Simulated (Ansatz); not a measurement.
# Hg (sc type): how the settings move a single-point run

How sensitive is a single-point run of Hg (sc type) to its settings? A reference run comes first, then one run with altered input.

Computed with Ansatz 0.2.0 (reference: DFT, PBE, PAW with Ansatz's default frozen-core files, scalar-relativistic, unless a step's input says otherwise).

1 further run of the same task is left out (for a known fault of the program).

### 1 The system as given

It takes space group Pm-3m (No. 221, cubic). Conventional cell: a = 2.971 Å, b = 2.971 Å, c = 2.971 Å, α = 90.00°, β = 90.00°, γ = 90.00°. Hg (site symmetry m-3m) is surrounded by 6 Hg at 2.97 Å.

Structure file:

```
Hg
1.0
     2.97127    0.00000    0.00000
     0.00000    2.97127    0.00000
     0.00000    0.00000    2.97127
Hg
1
Direct
  0.00000 0.00000 0.00000
```

### 2 Reference

input.yaml

```yaml
crystal:
  lattice:
    - [2.97126529, 0.0, 0.0]
    - [0.0, 2.97126529, 0.0]
    - [0.0, 0.0, 2.97126529]
  atoms:
    - { symbol: Hg, position: [0.0, 0.0, 0.0] }
kpoints:
  mp_grid: { grid: [12, 12, 12] }
scf:
  occupations: { method: fermi_dirac, width: 0.08 }
hamiltonian:
  xc: pbe
  pseudopotentials: { kind: paw }
output:
  forces: true
  stress: true
  eigenvalues: true
  populations: true
```

Launch:

```
> ansatz run input.yaml --threads 1 --pin off --max-ram 2048MiB --backend cpu --events-out ev --progress --plain --runs-dir out
```

### 3 Changed: xc_grid 4

input.yaml, as its differences from that of step 2:

```diff
@@ -19 +19,7 @@
   populations: true
+  write_density: true
+  write_potential: true
+  elf: true
+  volumetric_format: npy
+basis:
+  xc_grid: 4
```

**Question.** What will these runs give? Wanted: for each run, ending; energy change; pressure; gap; force.

As calculated:

```
         run     ending  energy change  pressure (GPa)  gap (eV)  force (eV/Å)  cycles   time
   reference  converged              0             3.3      0.00          0.00       6  1.9 s
1: xc_grid 4  converged   0.0 meV/atom             3.3      0.00          0.00       6  2.1 s
```

Times don't compare one to one where runs were asked for different outputs or read a saved state (see the inputs); cycles may leave out searches for a lower state.

Residual by cycle in the longest SCF loop of each run; runs are numbered as in the table. The quantity is the density residual dr2, in eV.

```
cycle  reference    run 1
    1     4.1e-5   4.1e-5
    2     2.1e-5   2.1e-5
    3     2.4e-6   2.4e-6
    4     2.9e-7   2.9e-7
    5     1.3e-8   1.3e-8
    6    8.4e-10  8.5e-10
```

**Reading.** Changing the numerical grids hardly moves the energy: 0.0 meV/atom.
